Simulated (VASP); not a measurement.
**ZrS2: equation of state with PBE**

Crystal: ZrS2.

```xyz
3
Lattice="3.6914 0.0000 0.0000 -1.8457 3.1968 0.0000 0.0000 0.0000 6.0411" Properties=species:S:1:pos:R:3 pbc="T T T"
Zr    0.0000    0.0000    0.0000
S     0.0000    2.1312    1.4372
S     1.8457    1.0656    4.6038
```

The cell is a database's computed one.

| Property | Result |
| --- | --- |
| Program | VASP 6.6.1 |
| Task | equation of state |
| Functional | PBE |
| Potentials or basis | VASP PAW PBE potentials, release 64 (Zr_sv, S) |
| Cutoff | 520 eV |
| k mesh | 8 × 8 × 5 |
| Occupations | fermi-dirac, width 0.05 eV |
| Spin | no spin polarisation |

The equilibrium volume is 23.90 Å³/atom. The bulk modulus at fixed shape and positions is 88 GPa and the pressure derivative of the bulk modulus is 4.1.

Energy against volume, from the lowest point:
| volume (Å³/atom) | energy (meV/atom) |
| --- | --- |
| 22.337 | 31.05 |
| 22.813 | 14.39 |
| 23.288 | 4.25 |
| 23.763 | 0.00 |
| 24.238 | 1.07 |
| 24.714 | 6.96 |
| 25.189 | 17.20 |

All runs of the series together: 5.4 min on 1 thread of Intel(R) Xeon(R) Platinum 8488C (Sapphire Rapids) (shared host).

Caveat: the cell was scaled at fixed shape and fractional positions, which overstates the stiffness of a crystal with free parameters, most of all of layers and chains; this functional lacks dispersion, which binds the layers, so the pressure and a relaxed spacing across them are unreliable.
